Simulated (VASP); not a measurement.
# Pb (Fm-3m) in VASP: single point with PBEsol

Aim: the single point of Pb with PBEsol.

Program: VASP 6.6.1. These are calculated values, not measurements. Logs are shortened: lines on timing, memory, paths and dates and some standing lists are left out, and cuts for length are marked.

### 1 The crystal as given

It takes space group Fm-3m (No. 225, cubic). Conventional cell: a = 4.934 Å, b = 4.934 Å, c = 4.934 Å, α = 90.00°, β = 90.00°, γ = 90.00°. Around Pb (site symmetry m-3m) lie 12 Pb at 3.49 Å.

### 2 Single point, PBEsol

Contents of INCAR:

```
PREC = Accurate
ENCUT = 520
EDIFF = 1E-6
ISMEAR = 1
SIGMA = 0.1
LREAL = False
LASPH = True
NELM = 80
ALGO = Normal
ISIF = 2
LWAVE = False
LCHARG = False
GGA = PS
ICORELEVEL = 1
```

Contents of KPOINTS:

```
Automatic mesh
0
Gamma
  12 12 19
```

Contents of POSCAR:

```
Pb
1.0
    3.4891052700      0.0000000000      0.0000000000
   -1.7445526400      3.0216538000      0.0000000000
    1.7445526400      1.0072179300      2.8488425300
Pb
1
Direct
    0.0000000000      0.0000000000      0.0000000000
```

Potentials or basis: VASP PAW PBE potentials, release 64 (Pb_d).

Started as:

```
$ cat potpaw_PBE.64/Pb_d/POTCAR > POTCAR
$ mpirun -np 1 vasp_std > vasp.out
```

OUTCAR:

```text
PREC = Accurate
   ENCUT = 520
   EDIFF = 1E-6
   ISMEAR = 1
   LREAL = False
   LASPH = True
   NELM = 80
   ISIF = 2
   GGA = PS

 ion  position               nearest neighbor table
   1  0.000  0.000  0.000-

  LATTYP: Found a face centered cubic cell.
 ALAT       =     4.9343399934

  Lattice vectors:

 A1 = (  -3.4891052700,   0.0000000000,   0.0000000000)
 A2 = (  -1.7445526300,   1.0072179300,   2.8488425300)
 A3 = (  -1.7445526400,   3.0216538000,   0.0000000000)

Analysis of symmetry for initial positions (statically):
=====================================================================
 Subroutine PRICEL returns:
 Original cell was already a primitive cell.

 Routine SETGRP: Setting up the symmetry group for a
 face centered cubic supercell.

 Subroutine GETGRP returns: Found 48 space group operations
 (whereof 48 operations were pure point group operations)
 out of a pool of 48 trial point group operations.

The static configuration has the point symmetry O_h .

Analysis of symmetry for dynamics (positions and initial velocities):
=====================================================================
 Subroutine PRICEL returns:
 Original cell was already a primitive cell.

 Routine SETGRP: Setting up the symmetry group for a
 face centered cubic supercell.

 Subroutine GETGRP returns: Found 48 space group operations
 (whereof 48 operations were pure point group operations)
 out of a pool of 48 trial point group operations.

The dynamic configuration has the point symmetry O_h .

 Subroutine INISYM returns: Found 48 space group operations
 (whereof 48 operations are pure point group operations),
 and found     1 'primitive' translations

----------------------------------------------------------------------------------------

                                     Primitive cell

  volume of cell :      30.0350

  direct lattice vectors                    reciprocal lattice vectors
     3.489105270  0.000000000  0.000000000     0.286606428  0.165472299 -0.234013169
    -1.744552640  3.021653800  0.000000000     0.000000000  0.330944597 -0.117006584
     1.744552640  1.007217930  2.848842530     0.000000000  0.000000000  0.351019753

  length of vectors
     3.489105270  3.489105272  3.489105277     0.405322698  0.351019753  0.351019753

  position of ions in fractional coordinates (direct lattice)
     0.000000000  0.000000000  0.000000000

  ion indices of the primitive-cell ions
   primitive index   ion index
                 1           1

----------------------------------------------------------------------------------------

 KPOINTS: Automatic mesh

Automatic generation of k-mesh.
 Grid dimensions read from file:
 generate k-points for:   12   12   19

 Generating k-lattice:

  Cartesian coordinates                     Fractional coordinates (reciprocal lattice)
     0.023883869  0.013789358 -0.019501097     0.083333333  0.000000000  0.000000000
     0.000000000  0.027578716 -0.009750549     0.000000000  0.083333333  0.000000000
     0.000000000  0.000000000  0.018474724     0.000000000  0.000000000  0.052631579

  Length of vectors
     0.033776892  0.029251646  0.018474724

  Shift w.r.t. Gamma in fractional coordinates (k-lattice)
     0.000000000  0.000000000  0.000000000

 -----------------------------------------------------------------------------
|                                                                             |
|           W    W    AA    RRRRR   N    N  II  N    N   GGGG   !!!           |
|           W    W   A  A   R    R  NN   N  II  NN   N  G    G  !!!           |
|           W    W  A    A  R    R  N N  N  II  N N  N  G       !!!           |
|           W WW W  AAAAAA  RRRRR   N  N N  II  N  N N  G  GGG   !            |
|           WW  WW  A    A  R   R   N   NN  II  N   NN  G    G                |
|           W    W  A    A  R    R  N    N  II  N    N   GGGG   !!!           |
|                                                                             |
|     Your reciprocal lattice and k-lattice belong to different lattice       |
|     classes:                                                                |
|                                                                             |
|        The reciprocal lattice is body-centered cubic,                       |
|        whereas your k-lattice is base-centered monoclinic.                  |
|                                                                             |
|     Results are often still useful ...                                      |
|                                                                             |
 -----------------------------------------------------------------------------

 WARNING: IBZKPT: internal override: KBLOWUP is changed to .FALSE.
      ... skipping the blow-up phase ...

 Subroutine IBZKPT returns following result:
 ===========================================

 Found    745 irreducible k-points:

 Following reciprocal coordinates:
            Coordinates               Weight
  0.000000  0.000000  0.000000      1.000000
  0.083333  0.000000  0.000000      2.000000
  0.166667  0.000000  0.000000      2.000000
  0.250000  0.000000  0.000000      2.000000
  0.333333  0.000000  0.000000      2.000000
  0.416667  0.000000  0.000000      2.000000
[... 16 lines left out ...]
  0.166667  0.250000  0.000000      4.000000
  0.250000  0.250000 -0.000000      4.000000
 [... further k-points ...]
   k-points           NKPTS =    745   k-points in BZ     NKDIM =    745   number of bands    NBANDS=     11
   number of dos      NEDOS =    301   number of ions     NIONS =      1
   total plane-waves  NPLWV =  21952
   dimension x,y,z NGX =    28 NGY =   28 NGZ =   28
   dimension x,y,z NGXF=    56 NGYF=   56 NGZF=   56
   ions per type =               1
   NGX,Y,Z   is equivalent  to a cutoff of  13.34, 13.34, 13.34 a.u.
   NGXF,Y,Z  is equivalent  to a cutoff of  26.68, 26.68, 26.68 a.u.
 SYSTEM =  unknown system
   PREC   = accura    normal or accurate (medium, high low for compatibility)
   ISTART =      0    job   : 0-new  1-cont  2-samecut
   ICHARG =      2    charge: 1-file 2-atom 10-const
   ISPIN  =      1    spin polarized calculation?
   LNONCOLLINEAR =      F non collinear calculations
   LSORBIT =      F    spin-orbit coupling
   LASPH  =      T    aspherical Exc in radial PAW
   ENCUT  =  520.0 eV  38.22 Ry    6.18 a.u.   6.49  6.49  6.49*2*pi/ulx,y,z
   NELM   =     80;   NELMIN=  2; NELMDL= -5     # of ELM steps
   EDIFF  = 0.1E-05   stopping-criterion for ELM
   LREAL  =      F    real-space projection
   EDIFFG = 0.1E-04   stopping-criterion for IOM
   NSW    =      0    number of steps for IOM
   IBRION =     -1    ionic relax: 0-MD 1-quasi-New 2-CG
   NFREE  =      0    steps in history (QN), initial steepest desc. (CG)
   ISIF   =      2    stress and relaxation
   ISYM   =      2    0-nonsym 1-usesym 2-fastsym
   POTIM  = 0.5000    time-step for ionic-motion
   TEBEG  =    0.0;   TEEND  =   0.0 temperature during run
   PSTRESS=    0.0 pullay stress
   NELECT =      14.0000    total number of electrons
   NUPDOWN=      -1.0000    fix difference up-down
   EMIN   =  10.00;   EMAX   =-10.00  energy-range for DOS
   EFERMI =   0.00;   METHOD = LEGACY
   ISMEAR =     1;   SIGMA  =   0.10  broadening in eV -4-tet -1-fermi 0-gaus
   EFERMI_NEDOS =   21; number of points for ismear=-14 and -15
   IALGO  =     38    algorithm
   IMIX   =      4    mixing-type and parameters
     AMIX     =   0.40;   BMIX     =  1.00
     AMIX_MAG =   1.60;   BMIX_MAG =  1.00
  volume/ion in A,a.u.               =      30.03       202.69
  Fermi-wavevector in a.u.,A,eV,Ry     =   1.269332  2.398689 21.921745  1.611203
  Thomas-Fermi vector in A             =   2.402379
   LORBIT       =      0    0 simple, 1 ext, 2 COOP (PROOUT), +10 PAW based schemes
   GGA     = PS    functional components
   LHFCALC =     F    Hartree Fock is set to
   AEXX    =    0.0000 exact exchange contribution
   IVDW    =     0    specifies the selected vdW correction
   LEPSILON=     F    determine dielectric tensor
   LRPA    =     F    only Hartree local field effects (RPA)
 non-spin polarized calculation
 Methfessel and Paxton  Order N= 1 SIGMA  =   0.10
  energy-cutoff  :      520.00
  volume of cell :       30.03
 maximum number of plane-waves:       869
 NGX is ok and might be reduce to    28
   NGX = 13   NGY = 13   NGZ = 13

 number of electron      13.9999999 magnetization

 Free energy of the ion-electron system (eV)
  ---------------------------------------------------
  ext. energy  EPLUGINS =         0.00000000
  ---------------------------------------------------
  free energy    TOTEN  =        -3.99408183 eV

  energy without entropy =       -3.99398812  energy(sigma->0) =       -3.99405059

 the core state eigenenergies are
   1-  1s -88080.4598  2s -15741.9723  2p -13496.7341  3s  -3770.2182  3p  -3126.7555
       3d  -2471.8095  4s   -844.7344  4p   -633.9404  4d   -390.3272  4f   -121.3583
       5s   -132.5165  5p    -74.2050

 E-fermi :   7.2386     XC(G=0): -10.3863

 val. band max:        7.2383418328   @ k =  -0.4167   0.0000   0.1579
 cond. band min:       7.2393339659   @ k =  -0.2500   0.3333  -0.0000
 fundamental gap:      0.0009921331
 Fermi energy:         7.2385570549

 k-point     1 :       0.0000    0.0000    0.0000
  band No.  band energies     occupation
      1      -9.7830      2.00000
      2      -9.7830      2.00000
      3      -9.7830      2.00000
      4      -9.6368      2.00000
      5      -9.6368      2.00000
      6      -4.6247      2.00000
      7      14.6957      0.00000
      8      14.6957      0.00000
      9      14.6957      0.00000
     10      16.9776      0.00000
     11      18.6460      0.00000

 k-point     2 :       0.0833    0.0000    0.0000
  band No.  band energies     occupation
      1      -9.7945      2.00000
      2      -9.7627      2.00000
      3      -9.7627      2.00000
      4      -9.6487      2.00000
      5      -9.6282      2.00000
      6      -4.4446      2.00000
      7      13.6109      0.00000
      8      13.9474      0.00000
      9      13.9474      0.00000
     10      16.4333      0.00000
     11      19.4855      0.00000
[... 295 lines left out ...]
 k-point    24 :       0.2500    0.2500   -0.0000
  band No.  band energies     occupation
      1      -9.8536      2.00000
      2      -9.7455      2.00000
      3      -9.6337      2.00000
      4      -9.5851      2.00000
      5      -9.4887      2.00000
      6      -0.5993      2.00000
      7       4.7263      2.00000
      8       8.2425     -0.00000
      9      10.6392      0.00000
     10      14.0686      0.00000
     11      18.8990      0.00000

 [... further k-points ...]
[... 5 lines left out ...]
  --------------------------------------------------------------------------------------
  -------------------------------------------------------------------------------------
  Total        0.0126999      0.0126999      0.0126999     -0.0000000     -0.0000000      0.0000000
  in kB        0.6774599      0.6774599      0.6774599     -0.0000000     -0.0000000      0.0000000
  external PRESSURE =       0.6774599 kB  Pullay stress =       0.0000000 kB

 VOLUME and BASIS-vectors are now :
 -----------------------------------------------------------------------------
  energy-cutoff  :      520.00
  volume of cell :       30.03
      direct lattice vectors                 reciprocal lattice vectors
     3.489105270  0.000000000  0.000000000     0.286606428  0.165472299 -0.234013169
    -1.744552640  3.021653800  0.000000000     0.000000000  0.330944597 -0.117006584
     1.744552640  1.007217930  2.848842530     0.000000000  0.000000000  0.351019753

 POSITION                                       TOTAL-FORCE (eV/Angst)
 -----------------------------------------------------------------------------------
      0.00000      0.00000      0.00000        -0.000000     -0.000000      0.000000
 -----------------------------------------------------------------------------------
    total drift:                               -0.000000     -0.000000     -0.000000

  FREE ENERGIE OF THE ION-ELECTRON SYSTEM (eV)
  ---------------------------------------------------
  free  energy   TOTEN  =        -3.9940818309 eV

  energy  without entropy=       -3.9939881189  energy(sigma->0) =       -3.99405059
```

Wall time 2.3 min (1 thread of Intel Xeon Platinum 8488C (Sapphire Rapids), shared host); peak memory 0.37 GiB.

What came out:

```yaml
Free_energy: -3.9941 eV
Pressure: 0.1 GPa
Band_gap_on_the_k_mesh: none (metal or under the smearing width)
```

Core levels (eV, on the scale of the bands):
| atom | levels |
| --- | --- |
| 1 Pb | 1s -88080.5, 2s -15742.0, 2p -13496.7, 3s -3770.2, 3p -3126.8, 3d -2471.8, 4s -844.7, 4p -633.9, 4d -390.3, 4f -121.4, 5s -132.5, 5p -74.2 |

Caveat: the PAW data sets were made with another functional, which shifts forces and pressure a little.
